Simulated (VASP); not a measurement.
Computed with PW91 GGA, VASP's PBE PAW potentials (set 64) (plane waves; VASP).

VASP ran on this input.

### KPOINTS
```
Automatic mesh
0
G
 8 8 8
```

**POSCAR**
```
Li2O
1
    0.0000000000     2.3328727747     2.3328727747
    2.3328727747     0.0000000000     2.3328727747
    2.3328727747     2.3328727747     0.0000000000
Li O
2 1
Direct
  0.2500000000   0.2500000000   0.2500000000
  0.7500000000   0.7500000000   0.7500000000
  0.0000000000   0.0000000000   0.0000000000
```

**INCAR**
```
SYSTEM = Li2O
PREC = Accurate
ENCUT = 520
EDIFF = 1E-7
NELM = 100
ALGO = Normal
LREAL = .FALSE.
LASPH = .TRUE.
ISMEAR = 0
SIGMA = 0.05
GGA = 91
LWAVE = .FALSE.
LCHARG = .FALSE.
ISIF = 2
```

POTCAR, in this order: Li_sv O (PBE.64 set). Program: vasp_std.

The run wrote:

### OSZICAR
```
       N       E                     dE             d eps       ncg     rms          rms(c)
DAV:   1     0.404295863196E+02    0.40430E+02   -0.61715E+03   588   0.129E+03
DAV:   2    -0.111890683340E+02   -0.51619E+02   -0.48678E+02   696   0.231E+02
DAV:   3    -0.162642859205E+02   -0.50752E+01   -0.50589E+01  1028   0.603E+01
DAV:   4    -0.163124406945E+02   -0.48155E-01   -0.48116E-01   776   0.745E+00
DAV:   5    -0.163128306108E+02   -0.38992E-03   -0.38989E-03   842   0.507E-01    0.764E+00
DAV:   6    -0.144992376673E+02    0.18136E+01   -0.10327E+01   582   0.202E+01    0.297E+00
DAV:   7    -0.144590235402E+02    0.40214E-01   -0.26534E-01   648   0.427E+00    0.148E+00
DAV:   8    -0.144546735849E+02    0.43500E-02   -0.65050E-02   602   0.314E+00    0.352E-01
DAV:   9    -0.144535608209E+02    0.11128E-02   -0.59368E-03   788   0.709E-01    0.105E-01
DAV:  10    -0.144540423950E+02   -0.48157E-03   -0.91448E-04   626   0.257E-01    0.437E-02
DAV:  11    -0.144540294410E+02    0.12954E-04   -0.36019E-05   776   0.782E-02    0.114E-02
DAV:  12    -0.144540303148E+02   -0.87380E-06   -0.39557E-06   702   0.212E-02    0.173E-03
DAV:  13    -0.144540304865E+02   -0.17168E-06   -0.67576E-07   720   0.809E-03    0.924E-04
DAV:  14    -0.144540304700E+02    0.16532E-07   -0.13577E-08   438   0.140E-03
   1 F= -.14454030E+02 E0= -.14454030E+02  d E =-.455051E-29
```

OUTCAR:
```
------------------------ aborting loop because EDIFF is reached ----------------------------------------
  FORCE on cell =-STRESS in cart. coord.  units (eV):
  Direction    XX          YY          ZZ          XY          YZ          ZX
  --------------------------------------------------------------------------------------
  Total       -0.3143453     -0.3143453     -0.3143453     -0.0000000      0.0000000     -0.0000000
  in kB      -19.8341892    -19.8341892    -19.8341892     -0.0000000      0.0000000     -0.0000000
  external PRESSURE =     -19.8341892 kB  Pullay stress =       0.0000000 kB
  volume of cell :       25.39
      direct lattice vectors                 reciprocal lattice vectors
     0.000000000  2.332872775  2.332872775    -0.214328019  0.214328019  0.214328019
     2.332872775  0.000000000  2.332872775     0.214328019 -0.214328019  0.214328019
     2.332872775  2.332872775  0.000000000     0.214328019  0.214328019 -0.214328019
 POSITION                                       TOTAL-FORCE (eV/Angst)
 -----------------------------------------------------------------------------------
      1.16644      1.16644      1.16644         0.000000     -0.000000      0.000000
      3.49931      3.49931      3.49931        -0.000000      0.000000     -0.000000
      0.00000      0.00000      0.00000        -0.000000     -0.000000      0.000000
 -----------------------------------------------------------------------------------
    total drift:                                0.000000      0.000000      0.000000
  FREE ENERGIE OF THE ION-ELECTRON SYSTEM (eV)
  ---------------------------------------------------
  free  energy   TOTEN  =       -14.4540304700 eV

  energy  without entropy=      -14.4540304700  energy(sigma->0) =      -14.45403047
```
(Selected blocks of OUTCAR.)

The compound is Li2O in the antifluorite structure. This cell is one point of a volume scan, at 1.03 of the reference volume.
